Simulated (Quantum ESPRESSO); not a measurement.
## Ni: phonons at U under several settings

```
Ni
1.0
     0.00000    1.73757    1.73757
     1.73757    0.00000    1.73757
     1.73757    1.73757    0.00000
Ni
1
Direct
  0.00000 0.00000 0.00000
```

All runs used Quantum ESPRESSO 7.5; k mesh 9 × 9 × 9; relaxed cell; collinear spin, ferromagnetic start; cutoff 612 eV; occupations cold, width 0.2 eV.

```csv
level,potentials,volume (Å³/atom),pressure (GPa),frequencies (cm⁻¹)
LDA,GBRV 1.5 LDA,10.00,-0.3,295 324 357
PBE,GBRV 1.5 PBE,10.80,0.3,244 281 301
PBEsol,GBRV 1.5 PBEsol,10.33,-0.1,292 327 354
WC,GBRV 1.5 PBE,10.37,-0.1,280 314 341
PW91,GBRV 1.5 PBE,10.78,0.3,236 269 290
AM05,GBRV 1.5 PBE,?,-0.2,?
```

Task: What stands in the row left open?

Result: Volume 10.26 Å³/atom; frequencies 454 480 500 cm⁻¹.

Caveats: the mesh is thin for the phonons of a metal; the q point doesn't lie on the k mesh, which can shift a metal's frequencies strongly unless the mesh is converged; the potentials were made for another functional, which shifts forces and pressure (some runs).

For the row left open. Caveat: the k mesh is coarse; the mesh is thin for the phonons of a metal; the potentials were made for another functional, which shifts forces and pressure; the q point doesn't lie on the k mesh, which can shift a metal's frequencies strongly unless the mesh is converged.
